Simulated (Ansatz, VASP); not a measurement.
Os: VASP beside Ansatz

```xyz
1
Lattice="-1.5183 1.5183 1.5183 1.5183 -1.5183 1.5183 1.5183 1.5183 -1.5183" Properties=species:S:1:pos:R:3 pbc="T T T"
Os    0.0000    0.0000    0.0000
```

This isn't the form of Os at room conditions, which is hcp.

Alike in both runs: task single point; functional PBEsol; k mesh 8 × 8 × 8; occupations gaussian, width 0.1 eV; no spin polarisation.

|  | VASP | Ansatz |
| --- | --- | --- |
| version | VASP 6.6.1 | Ansatz 0.2.0 |
| potentials or method | VASP PAW PBE potentials, release 64 (Os) | scalar-relativistic, plane waves, PAW |
| plane-wave cutoff (eV) | 520 | 420 |
| valence electrons in the cell | 8 | 16 |

|  | VASP | Ansatz | Ansatz less VASP |
| --- | --- | --- | --- |
| gap on the k mesh at the Fermi level (eV) | none | none | - |
| pressure (GPa) | 10.8 | 9.9 | -0.98 |

A gap of «none» marks a metal or a gap that the smearing closes. The two sets of potentials don't hold the same shells in valence. Ansatz warned: «pseudo_functional_mismatch».

Caveats: the k mesh is coarse (spacing up to 0.37 Å⁻¹), so the values aren't converged; the PAW data sets were made with another functional, which shifts forces and pressure a little (VASP). Spin-orbit coupling is left out, which matters for the levels of Os.
